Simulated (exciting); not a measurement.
Crystal: Mg.

```xyz
1
Lattice="0.0000 2.2443 2.2443 2.2443 0.0000 2.2443 2.2443 2.2443 0.0000" Properties=species:S:1:pos:R:3 pbc="T T T"
Mg    0.0000    0.0000    0.0000
```

This isn't the form of Mg at room conditions, which is hcp.

| Property | Result |
| --- | --- |
| Program | exciting (release sodium) |
| Task | single point |
| Functional | PBE |
| Potentials or basis | all-electron LAPW+lo, shipped species files, valence relativity iora* |
| rgkmax | 7.5 |
| k mesh | 10 × 10 × 10 |
| Occupations | fermi-dirac, width 0.05 eV |
| Spin | no spin polarisation |
| gmaxvr (cutoff of density and potential) | 14 1/bohr |
| lmaxapw (and lmaxmat) | 10 |
| lmaxvr | 8 |
| nempty | 8 |
| Valence relativity | iora* |
| epsengy | 1e-05 Ha |
| epspot | 1e-05 Ha |
| maxscl | 60 |
| Muffin-tin radii | Mg 2.0 bohr |

On this cell: band gap on the k mesh none (metal or under the smearing width).

The same run follows on a disturbed copy (cell strained at random at fixed volume):

```
Mg
1.0
     0.02074    2.21365    2.27413
     2.26756    0.04128    2.25359
     2.30140    2.22695    0.00745
Mg
1
Direct
  0.00172 0.00720 0.98951
```

**Question.** What changes?

**Answer.** The energy (extrapolated to zero smearing) moves by +0.9 meV/atom; band gap on the k mesh none (metal or under the smearing width).

Caveats: the free energy is that total less TS from the occupations.
